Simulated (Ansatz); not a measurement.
Space group R3m:H (No. 160). a = 3.120 Å, b = 3.120 Å, c = 17.524 Å, α = 90.00°, β = 90.00°, γ = 120.00°
```tsv
atom	site	symmetry	x	y	z
W	3a	3m	0.6667	0.3333	0.3327
S	3a	3m	0.6667	0.3333	0.0888
S	3a	3m	0.3333	0.6667	0.2431
```

Equation of state of this WS2 structure (not necessarily the ground state), with shape and atoms relaxed at each volume where symmetry leaves them free. The calculation used DFT PBEsol+D3(BJ), scalar-relativistic, plane waves, PAW in Ansatz 0.2.0.

Cutoff 420 eV; k points 12×12×12 on the computed 3-atom cell (Γ-centred); Gaussian smearing, width 0.02 eV; no spin polarisation.

```tsv
V (Å³/atom)	E − E(largest V) (meV/atom)	P (GPa)	gap on mesh (eV)
14.449	52.20	14.70	0.15
14.941	15.16	9.63	0.30
15.434	-7.84	5.53	0.44
15.926	-19.76	2.36	0.57
16.419	-23.18	-0.01	0.69
16.911	-20.38	-1.70	0.81
17.404	-13.30	-2.85	0.93
18.061	0.00	-3.63	1.09
```

**Question.** Fit a third-order Birch–Murnaghan equation to E(V).

**Answer.** V0 = 16.43 Å³/atom, B0 = 65 GPa, B0' = 9.8. B0' is unusual or poorly fixed by this range.

Spin-orbit coupling is left out, which matters for the bands of heavy elements.

This form isn't the usual stable structure of the compound.

Cost: 8 runs of about 13 core-minutes in all, on Arm Neoverse V2 (shared hosts).